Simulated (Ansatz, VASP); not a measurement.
# Cu: VASP beside Ansatz

```
Cu
1.0
     0.00000    2.07958    4.49327
     1.27146    0.00000    4.49327
     1.27146    2.07958    0.00000
Cu
2
Cartesian
  1.2715 2.0796 1.1899
  1.2715 2.0796 7.7966
```

Alike in both runs: functional PBEsol; k mesh 8 × 8 × 8; occupations gaussian, width 0.1 eV; no spin polarisation.

Ansatz relaxed the structure, and its values are those at the end. VASP's run is a single point on that final structure, the one shown.

|  | VASP | Ansatz |
| --- | --- | --- |
| version | VASP 6.6.1 | Ansatz 0.2.0 |
| potentials or method | VASP PAW PBE potentials, release 64 (Cu) | scalar-relativistic, plane waves, PAW |
| plane-wave cutoff (eV) | 520 | 420 |
| valence electrons in the cell | 22 | 38 |

VASP gave:

| Quantity | Value |
| --- | --- |
| gap on the k mesh at the Fermi level (eV) | none |
| pressure (GPa) | 0.7 |

Task: What did Ansatz give for the same quantities?

Result: gap on the k mesh at the Fermi level (eV): none; pressure (GPa): 0.0.

A gap of «none» marks a metal or a gap that the smearing closes. With one functional, cell and mesh, what is left measures potentials, basis and numerics. The two sets of potentials don't hold the same shells in valence.

Caveats: the k mesh is coarse (spacing up to 0.37 Å⁻¹), so the values aren't converged; the PAW data sets were made with another functional, which shifts forces and pressure a little (VASP).
